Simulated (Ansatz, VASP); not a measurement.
V: VASP beside Ansatz

```
V
1.0
    -1.53407    1.56723    1.52939
     1.53018   -1.55592    1.51418
     1.46268    1.48452   -1.51808
V
1
Direct
  0.03713 0.02487 0.03196
```

Change from the starting cell: cell strained at random at fixed volume.

Alike in both runs: task single point; functional PBE; k mesh 12 × 12 × 12; occupations fermi-dirac, width 0.05 eV; collinear spin; Hubbard terms V d U = 3.0 eV.

|  | VASP | Ansatz |
| --- | --- | --- |
| version | VASP 6.6.1 | Ansatz 0.2.0 |
| potentials or method | VASP PAW PBE potentials, release 64 (V_sv), cutoff 520 eV | all-electron LAPW, scalar-relativistic |

VASP gave:

```
gap on the k mesh at the Fermi level (eV)                     : none
pressure (GPa)                                                : 5.2
largest component of the traceless stress (GPa)               : 2.43
net moment per atom (μB)                                      : 0.67
size of the moment on the site where the two differ most (μB) : 0.59
```

Question: What did Ansatz give for the same quantities?

Answer: gap on the k mesh at the Fermi level (eV): none; pressure (GPa): 5.2; largest component of the traceless stress (GPa): 3.87; net moment per atom (μB): 0.94; size of the moment on the site where the two differ most (μB): 0.85.

The net moments differ so much that the two runs ended in different magnetic states, which moves the other rows too. Site moments also hang on the region over which each program counts them. The programs project onto different local orbitals, so the same U acts differently. A gap of «none» marks a metal or a gap that the smearing closes. Ansatz ran all-electron here, so the differences hold the error of VASP's frozen core and of both bases.

Caveats: the U is typed as a test and isn't derived for this compound; the magnetic state may not be the lowest (Ansatz); U is the effective U less J, on atomic orbitals that reach past the spheres (Ansatz). The state reached can hang on the start; a lower one may exist.
